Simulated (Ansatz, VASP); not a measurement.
One calculation of Pt, two programs

```xyz
2
Lattice="2.7612 0.0000 0.0000 -1.3806 2.3913 0.0000 0.0000 0.0000 4.7711" Properties=species:S:1:pos:R:3 pbc="T T T"
Pt    0.0000    1.5942    1.1928
Pt    1.3806    0.7971    3.5783
```

Alike in both runs: task relaxation of cell and atoms; functional PBE; k mesh 17 × 17 × 9; occupations fermi-dirac, width 0.05 eV; no spin polarisation.

|  | VASP | Ansatz |
| --- | --- | --- |
| version | VASP 6.6.1 | Ansatz 0.2.0 |
| potentials or method | VASP PAW PBE potentials, release 64 (Pt), cutoff 600 eV | all-electron LAPW, scalar-relativistic |

VASP gave:

```
relaxed volume (Å³/atom)                                     : 15.73
relaxed cell length with the largest relative difference (Å) : 4.766
```

Task: What did Ansatz give for the same quantities?

Result: Relaxed volume (Å³/atom): 15.75; relaxed cell length with the largest relative difference (Å): 4.772.

Ansatz ran all-electron here, so the differences hold the error of VASP's frozen core and of both bases.

The runs have no spin-orbit coupling, so splittings on Pt are missing.
